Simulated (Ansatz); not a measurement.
# Cu: enthalpy against pressure

Cu, Fm-3m, a = 3.563 Å. Ansatz: PBEsol, PAW, 420 eV, Γ-centred 20×20×20 mesh on 1 atom, Gaussian smearing 0.10 eV; no spin polarisation. Cell and atoms are relaxed at each pressure, and no other structure is tried, so the rows at high pressure may lie past a change of phase. y is the enthalpy over the state at zero pressure; there V0 = 11.312 Å³/atom. The pressures are the targets, met within 0.06 GPa.

```tsv
P (GPa)	y (eV/atom)
-2.0	-0.1421
0.0	0.0000
2.0	0.1404
5.0	0.3481
10.0	0.6873
20.0	?
40.0	2.5858
```

Fit y = c1 P + c2 P² + c3 P³ to the other rows, say what c1 and c2 mean, and predict the missing value.

Least squares on the rows shown. y = 0.070606 P − 0.00020082 P² + 1.2949×10⁻⁶ P³. Since dH/dP = V, c1 is V0: 0.070606 eV/GPa × 160.2 = 11.311 Å³ against 11.312; c2 = −V0/(2B0) gives B0 = 176 GPa, where a Birch–Murnaghan fit to the volumes of the same runs (not shown) gives 168 GPa: a cubic over this range folds the higher terms into c2. At P = 20.0 the fit asked for gives 1.3422 eV/atom. The run gave 1.3432 eV/atom, so the fit is 0.0010 eV/atom too low, 0.037 % of the span of the series, against an rms of 0.00005 eV/atom on the fitted rows. With a term in P⁴ added, a fit to the same known rows predicts 1.3440 eV/atom, a smaller miss on the other side.

The mesh isn't the same in all rows (20×20×20, 22×22×22).